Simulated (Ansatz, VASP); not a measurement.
One calculation of SiC (Moissanite), two programs

File INCAR:

```
SYSTEM = SiC
ALGO = Normal
EDIFF = 1E-6
ENCUT = 520
GGA = PS
ISIF = 2
ISMEAR = -1
LASPH = .True.
LCHARG = .False.
LREAL = .False.
LWAVE = .False.
NBANDS = 16
NELM = 80
PREC = Accurate
SIGMA = 0.05
```

Contents of KPOINTS:

```
k-points
0
Gamma
  10 10 5
  0 0 0
```

Contents of POSCAR:

```
SiC
1.0
    3.0132068704      0.0000000000      0.0000000000
   -1.5066034352      2.6095136966      0.0000000000
    0.0000000000      0.0000000000      4.9449506768
Si C
2 2
Direct
    0.6666666667      0.3333333333      0.5000000000
    0.3333333333      0.6666666667      0.0000000000
    0.6666666667      0.3333333333      0.8850000000
    0.3333333333      0.6666666667      0.3850000000
```

The input input.yaml:

```yaml
crystal:
  lattice:
    - [3.0132068704, 0.0, 0.0]
    - [-1.5066034352, 2.6095136966, 0.0]
    - [0.0, 0.0, 4.9449506768]
  atoms:
    - { symbol: Si, position: [0.6666666667, 0.3333333333, 0.5] }
    - { symbol: Si, position: [0.3333333333, 0.6666666667, 0.0] }
    - { symbol: C, position: [0.6666666667, 0.3333333333, 0.885] }
    - { symbol: C, position: [0.3333333333, 0.6666666667, 0.385] }
kpoints:
  mp_grid: { grid: [10, 10, 5] }
scf:
  occupations: { method: fermi_dirac, width: 0.05 }
hamiltonian:
  xc: pbesol
  pseudopotentials: { kind: all_electron, lapw: { basis_error: 0.002 } }
output:
  forces: true
  stress: true
  eigenvalues: true
```

Change from the starting cell: volume scaled by 0.94.

Alike in both runs: task single point; functional PBEsol; k mesh 10 × 10 × 5; occupations fermi-dirac, width 0.05 eV; no spin polarisation.

|  | VASP | Ansatz |
| --- | --- | --- |
| version | VASP 6.6.1 | Ansatz 0.2.0 |
| potentials or method | VASP PAW PBE potentials, release 64 (Si, C) | all-electron LAPW, scalar-relativistic |
| plane-wave cutoff (eV) | 520 | see its input |

Ansatz gave:

```
gap on the k mesh at the Fermi level (eV)       : 2.23
least direct gap on the mesh (eV)               : 4.09
pressure (GPa)                                  : 15.7
largest component of the traceless stress (GPa) : 5.10
rms of the force components (eV/Å)              : 0.490
```

Problem. What did VASP give for the same quantities?

Solution. gap on the k mesh at the Fermi level (eV): 2.21; least direct gap on the mesh (eV): 4.08; pressure (GPa): 16.2; largest component of the traceless stress (GPa): 5.20; rms of the force components (eV/Å): 0.493.

Atom by atom the forces differ by 0.003 eV/Å (rms over components). Ansatz ran all-electron here, so the differences hold the error of VASP's frozen core and of both bases.

Caveats: an odd mesh through Γ misses points on the zone boundary, where band edges often lie; so large a pressure means that the cell lies far from this level's equilibrium, or that cutoff or potentials fall short (VASP); the potentials were made for another functional, which shifts forces and pressure (VASP).
